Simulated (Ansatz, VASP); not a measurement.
One calculation of As, two programs

```
As
1.0
     2.70532    0.00000    0.00000
     0.00000    2.70532    0.00000
     0.00000    0.00000    2.70532
As
1
Direct
  0.50000 0.50000 0.50000
```

This isn't the form of As at room conditions, which is rhombohedral.

Alike in both runs: functional r2SCAN; k mesh 16 × 16 × 16; occupations gaussian, width 0.1 eV; no spin polarisation.

Ansatz relaxed the structure, and its values are those at the end. VASP's run is a single point on that final structure, the one shown.

|  | VASP | Ansatz |
| --- | --- | --- |
| version | VASP 6.6.1 | Ansatz 0.2.0 |
| potentials or method | VASP PAW PBE potentials, release 64 (As) | scalar-relativistic, plane waves, PAW |
| plane-wave cutoff (eV) | 520 | 500 |
| valence electrons in the cell | 5 | 15 |

VASP gave:

| Quantity | Value |
| --- | --- |
| gap on the k mesh at the Fermi level (eV) | none |
| pressure (GPa) | -0.1 |

Problem. What did Ansatz give for the same quantities?

Solution. gap on the k mesh at the Fermi level (eV): none; pressure (GPa): 0.0.

A gap of «none» marks a metal or a gap that the smearing closes. The two sets of potentials don't hold the same shells in valence.

Caveats: the PAW data sets were made with another functional, which shifts forces and pressure a little (VASP).
